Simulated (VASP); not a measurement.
# Na (Pm-3m) in VASP: a series of runs

One crystal, Na, is run at these levels: PBEsol; tasks: single point.

All numbers are computed with VASP 6.6.1; they aren't measurements. Logs are shortened: lines on timing, memory, paths and dates and some standing lists are left out, and cuts for length are marked.

### 1 The crystal as given

The structure is cubic, space group Pm-3m (No. 221). Conventional cell: a = 7.023 Å, b = 7.023 Å, c = 7.023 Å, α = 90.00°, β = 90.00°, γ = 90.00°.

This isn't the form of Na at room conditions, which is bcc.

### 2 Single point, PBEsol

Input file INCAR:

```
ALGO = Fast ; EDIFF = 1E-6
ENCUT = 520 ; GGA = PS
ISIF = 2 ; ISMEAR = 0
LASPH = True ; LCHARG = False
LREAL = False ; LWAVE = False
NBANDS = 10 ; NELM = 100
PREC = Accurate ; SIGMA = 0.15
```

Input file KPOINTS:

```
k-points
0
Gamma
  8 8 8
```

Input file POSCAR:

```
Na
1.0
    7.0233428623      0.0000000000      0.0000000000
    0.0000000000      7.0233428623      0.0000000000
    0.0000000000      0.0000000000      7.0233428623
Na
1
Direct
    0.0000000000      0.0000000000      0.0000000000
```

Potentials or basis: VASP PAW PBE potentials, release 64 (Na_pv).

Launch:

```sh
> cat potpaw_PBE.64/Na_pv/POTCAR > POTCAR
> mpirun -np 1 vasp_std > vasp.out
```

OUTCAR:

```text
EDIFF = 1E-6
   ENCUT = 520
   GGA = PS
   ISIF = 2
   ISMEAR = 0
   LASPH = True
   LREAL = False
   NELM = 100
   PREC = Accurate

 ion  position               nearest neighbor table
   1  0.000  0.000  0.000-

  LATTYP: Found a simple cubic cell.
 ALAT       =     7.0233428623

  Lattice vectors:

 A1 = (   7.0233428623,   0.0000000000,   0.0000000000)
 A2 = (   0.0000000000,   7.0233428623,   0.0000000000)
 A3 = (   0.0000000000,   0.0000000000,   7.0233428623)

Analysis of symmetry for initial positions (statically):
=====================================================================
 Subroutine PRICEL returns:
 Original cell was already a primitive cell.

 Routine SETGRP: Setting up the symmetry group for a
 simple cubic supercell.

 Subroutine GETGRP returns: Found 48 space group operations
 (whereof 48 operations were pure point group operations)
 out of a pool of 48 trial point group operations.

The static configuration has the point symmetry O_h .

Analysis of symmetry for dynamics (positions and initial velocities):
=====================================================================
 Subroutine PRICEL returns:
 Original cell was already a primitive cell.

 Routine SETGRP: Setting up the symmetry group for a
 simple cubic supercell.

 Subroutine GETGRP returns: Found 48 space group operations
 (whereof 48 operations were pure point group operations)
 out of a pool of 48 trial point group operations.

The dynamic configuration has the point symmetry O_h .

 Subroutine INISYM returns: Found 48 space group operations
 (whereof 48 operations are pure point group operations),
 and found     1 'primitive' translations

----------------------------------------------------------------------------------------

                                     Primitive cell

  volume of cell :     346.4429

  direct lattice vectors                    reciprocal lattice vectors
     7.023342862  0.000000000  0.000000000     0.142382341  0.000000000  0.000000000
     0.000000000  7.023342862  0.000000000     0.000000000  0.142382341  0.000000000
     0.000000000  0.000000000  7.023342862     0.000000000  0.000000000  0.142382341

  length of vectors
     7.023342862  7.023342862  7.023342862     0.142382341  0.142382341  0.142382341

  position of ions in fractional coordinates (direct lattice)
     0.000000000  0.000000000  0.000000000

  ion indices of the primitive-cell ions
   primitive index   ion index
                 1           1

----------------------------------------------------------------------------------------

 KPOINTS: k-points

Automatic generation of k-mesh.
 Grid dimensions read from file:
 generate k-points for:    8    8    8

 Generating k-lattice:

  Cartesian coordinates                     Fractional coordinates (reciprocal lattice)
     0.017797793  0.000000000  0.000000000     0.125000000  0.000000000  0.000000000
     0.000000000  0.017797793  0.000000000     0.000000000  0.125000000  0.000000000
     0.000000000  0.000000000  0.017797793     0.000000000  0.000000000  0.125000000

  Length of vectors
     0.017797793  0.017797793  0.017797793

  Shift w.r.t. Gamma in fractional coordinates (k-lattice)
     0.000000000  0.000000000  0.000000000

 Subroutine IBZKPT returns following result:
 ===========================================

 Found     35 irreducible k-points:

 Following reciprocal coordinates:
            Coordinates               Weight
  0.000000  0.000000  0.000000      1.000000
  0.125000  0.000000  0.000000      6.000000
  0.250000  0.000000  0.000000      6.000000
  0.375000  0.000000  0.000000      6.000000
  0.500000  0.000000  0.000000      3.000000
  0.125000  0.125000  0.000000     12.000000
[... 16 lines left out ...]
  0.375000  0.375000  0.125000     24.000000
  0.500000  0.375000  0.125000     24.000000
 [... further k-points ...]
   k-points           NKPTS =     35   k-points in BZ     NKDIM =     35   number of bands    NBANDS=     10
   number of dos      NEDOS =    301   number of ions     NIONS =      1
   total plane-waves  NPLWV = 157464
   dimension x,y,z NGX =    54 NGY =   54 NGZ =   54
   dimension x,y,z NGXF=   108 NGYF=  108 NGZF=  108
   ions per type =               1
   NGX,Y,Z   is equivalent  to a cutoff of  12.78, 12.78, 12.78 a.u.
   NGXF,Y,Z  is equivalent  to a cutoff of  25.56, 25.56, 25.56 a.u.
 SYSTEM =  unknown system
   PREC   = accura    normal or accurate (medium, high low for compatibility)
   ISTART =      0    job   : 0-new  1-cont  2-samecut
   ICHARG =      2    charge: 1-file 2-atom 10-const
   ISPIN  =      1    spin polarized calculation?
   LNONCOLLINEAR =      F non collinear calculations
   LSORBIT =      F    spin-orbit coupling
   LASPH  =      T    aspherical Exc in radial PAW
   ENCUT  =  520.0 eV  38.22 Ry    6.18 a.u.  13.06 13.06 13.06*2*pi/ulx,y,z
   NELM   =    100;   NELMIN=  2; NELMDL= -5     # of ELM steps
   EDIFF  = 0.1E-05   stopping-criterion for ELM
   LREAL  =      F    real-space projection
   EDIFFG = 0.1E-04   stopping-criterion for IOM
   NSW    =      0    number of steps for IOM
   IBRION =     -1    ionic relax: 0-MD 1-quasi-New 2-CG
   NFREE  =      0    steps in history (QN), initial steepest desc. (CG)
   ISIF   =      2    stress and relaxation
   ISYM   =      2    0-nonsym 1-usesym 2-fastsym
   POTIM  = 0.5000    time-step for ionic-motion
   TEBEG  =    0.0;   TEEND  =   0.0 temperature during run
   PSTRESS=    0.0 pullay stress
   NELECT =       7.0000    total number of electrons
   NUPDOWN=      -1.0000    fix difference up-down
   EMIN   =  10.00;   EMAX   =-10.00  energy-range for DOS
   EFERMI =   0.00;   METHOD = LEGACY
   ISMEAR =     0;   SIGMA  =   0.15  broadening in eV -4-tet -1-fermi 0-gaus
   EFERMI_NEDOS =   21; number of points for ismear=-14 and -15
   IALGO  =     68    algorithm
   IMIX   =      4    mixing-type and parameters
     AMIX     =   0.40;   BMIX     =  1.00
     AMIX_MAG =   1.60;   BMIX_MAG =  1.00
  volume/ion in A,a.u.               =     346.44      2337.91
  Fermi-wavevector in a.u.,A,eV,Ry     =   0.445893  0.842615  2.705114  0.198820
  Thomas-Fermi vector in A             =   1.423866
   LORBIT       =      0    0 simple, 1 ext, 2 COOP (PROOUT), +10 PAW based schemes
   GGA     = PS    functional components
   LHFCALC =     F    Hartree Fock is set to
   AEXX    =    0.0000 exact exchange contribution
   IVDW    =     0    specifies the selected vdW correction
   LEPSILON=     F    determine dielectric tensor
   LRPA    =     F    only Hartree local field effects (RPA)
 non-spin polarized calculation
 RMM-DIIS sequential band-by-band and
 Gauss-broadening in eV      SIGMA  =   0.15
  energy-cutoff  :      520.00
  volume of cell :      346.44
 maximum number of plane-waves:      9358
 NGX is ok and might be reduce to    54
   NGX = 27   NGY = 27   NGZ = 27

 number of electron       7.0000020 magnetization

 Free energy of the ion-electron system (eV)
  ---------------------------------------------------
  ext. energy  EPLUGINS =         0.00000000
  ---------------------------------------------------
  free energy    TOTEN  =        -0.19433564 eV

  energy without entropy =       -0.15164682  energy(sigma->0) =       -0.17299123

 E-fermi :  -2.3080     XC(G=0):  -2.3912

 val. band max:       -2.3169896981   @ k =   0.3750   0.2500   0.1250
 cond. band min:      -2.2914045048   @ k =   0.5000   0.2500   0.0000
 fundamental gap:      0.0255851932
 Fermi energy:        -2.3079726050

 k-point     1 :       0.0000    0.0000    0.0000
  band No.  band energies     occupation
      1     -28.3851      2.00000
      2     -28.3851      2.00000
      3     -28.3851      2.00000
      4      -2.7075      1.99983
      5       0.4019      0.00000
      6       0.4019      0.00000
      7       0.4019      0.00000
      8       0.7241      0.00000
      9       1.1079      0.00000
     10       1.1079      0.00000

 k-point     2 :       0.1250    0.0000    0.0000
  band No.  band energies     occupation
      1     -28.3851      2.00000
      2     -28.3851      2.00000
      3     -28.3851      2.00000
      4      -2.6744      1.99945
      5      -0.0430      0.00000
      6       0.4325      0.00000
      7       0.4325      0.00000
      8       0.8724      0.00000
      9       1.1466      0.00000
     10       1.5393      0.00000

 k-point     3 :       0.2500    0.0000    0.0000
  band No.  band energies     occupation
      1     -28.3851      2.00000
      2     -28.3851      2.00000
      3     -28.3851      2.00000
      4      -2.5833      1.99057
      5      -0.5620      0.00000
      6       0.5156      0.00000
      7       0.5156      0.00000
      8       1.0127      0.00000
      9       1.2564      0.00000
     10       2.2370      0.00000

 k-point     4 :       0.3750    0.0000    0.0000
  band No.  band energies     occupation
      1     -28.3851      2.00000
      2     -28.3851      2.00000
      3     -28.3851      2.00000
      4      -2.4687      1.87039
      5      -0.9429      0.00000
      6       0.6181      0.00000
      7       0.6181      0.00000
      8       1.1963      0.00000
      9       1.4063      0.00000
     10       2.2201      0.00000
[... 222 lines left out ...]
 k-point    22 :       0.5000    0.2500    0.1250
  band No.  band energies     occupation
      1     -28.3851      2.00000
      2     -28.3851      2.00000
      3     -28.3851      2.00000
      4      -2.2600      0.65099
      5      -0.9122      0.00000
      6      -0.1836      0.00000
      7       0.4063      0.00000
      8       0.9248      0.00000
      9       1.6304      0.00000
     10       1.9987      0.00000

 k-point    23 :       0.3750    0.3750    0.1250
  band No.  band energies     occupation
      1     -28.3851      2.00000
      2     -28.3851      2.00000
      3     -28.3851      2.00000
      4      -2.2083      0.34736
      5      -0.6507      0.00000
      6      -0.6043      0.00000
      7       0.4566      0.00000
      8       0.6806      0.00000
      9       1.8510      0.00000
     10       1.9716      0.00000

 k-point    24 :       0.5000    0.3750    0.1250
  band No.  band energies     occupation
      1     -28.3851      2.00000
      2     -28.3851      2.00000
      3     -28.3851      2.00000
      4      -2.1533      0.14476
      5      -0.7717      0.00000
      6      -0.5510      0.00000
      7       0.5142      0.00000
      8       0.5147      0.00000
      9       1.7859      0.00000
     10       1.9907      0.00000

 [... further k-points ...]

------------------------ aborting loop because EDIFF is reached ----------------------------------------

  FORCE on cell =-STRESS in cart. coord.  units (eV):
  Direction    XX          YY          ZZ          XY          YZ          ZX
  --------------------------------------------------------------------------------------
  -------------------------------------------------------------------------------------
  Total       -0.2820423     -0.2820423     -0.2820423      0.0000000      0.0000000     -0.0000000
  in kB       -1.3043471     -1.3043471     -1.3043471      0.0000000      0.0000000     -0.0000000
  external PRESSURE =      -1.3043471 kB  Pullay stress =       0.0000000 kB

 VOLUME and BASIS-vectors are now :
 -----------------------------------------------------------------------------
  energy-cutoff  :      520.00
  volume of cell :      346.44
      direct lattice vectors                 reciprocal lattice vectors
     7.023342862  0.000000000  0.000000000     0.142382341  0.000000000  0.000000000
     0.000000000  7.023342862  0.000000000     0.000000000  0.142382341  0.000000000
     0.000000000  0.000000000  7.023342862     0.000000000  0.000000000  0.142382341

 POSITION                                       TOTAL-FORCE (eV/Angst)
 -----------------------------------------------------------------------------------
      0.00000      0.00000      0.00000         0.000000      0.000000      0.000000
 -----------------------------------------------------------------------------------
    total drift:                                0.000000     -0.000000     -0.000000

  FREE ENERGIE OF THE ION-ELECTRON SYSTEM (eV)
  ---------------------------------------------------
  free  energy   TOTEN  =        -0.1943356449 eV

  energy  without entropy=       -0.1516468160  energy(sigma->0) =       -0.17299123
```

It took 3.6 min on 1 thread of Intel Xeon Platinum 8375C at 2.90GHz (Ice Lake), shared host; peak memory 0.42 GiB.

What came out:

* Free energy: -0.1943 eV
* Pressure: -0.1 GPa
* Band gap on the k mesh: none (metal or under the smearing width)

Caveat: the PAW data sets were made with another functional, which shifts forces and pressure a little.

### 3 Single point, PBEsol

Input file INCAR:

```
PREC = Accurate
ENCUT = 520
EDIFF = 1E-6
ISMEAR = 0
SIGMA = 0.15
LREAL = F
LASPH = T
NELM = 100
ALGO = Normal
ISIF = 2
LWAVE = F
LCHARG = F
GGA = PS
NBANDS = 10
```

Input file KPOINTS:

```
Automatic mesh
0
Gamma
  8 8 8
```

POSCAR is that of step 2.

Potentials or basis: VASP PAW PBE potentials, release 64 (Na_pv).

Launch:

```sh
> cat potpaw_PBE.64/Na_pv/POTCAR > POTCAR
> mpirun -np 1 vasp_std > vasp.out
```

Wall time 2.7 min (1 thread of Intel Xeon Platinum 8375C at 2.90GHz (Ice Lake), shared host); peak memory 0.43 GiB.

The run converged. Its results:

```
Free energy            : -0.1943 eV
Pressure               : -0.1 GPa
Band gap on the k mesh : none (metal or under the smearing width)
```

Levels at points of the mesh, in eV from the Fermi level:
```
           k point  band 1  band 2  band 3  band 4  band 5  band 6  band 7  band 8
(0.00, 0.00, 0.00)  -26.08  -26.08  -26.08   -0.40    2.71    2.71    2.71    3.03
(0.50, 0.00, 0.00)  -26.08  -26.08  -26.08   -0.10    1.22    2.98    2.98    3.63
(0.50, 0.50, 0.00)  -26.08  -26.08  -26.08    0.18    1.58    1.58    2.61    3.22
(0.50, 0.50, 0.50)  -26.08  -26.08  -26.08    0.44    1.91    1.91    1.91    3.08
```

Caveat: the PAW data sets were made with another functional, which shifts forces and pressure a little.
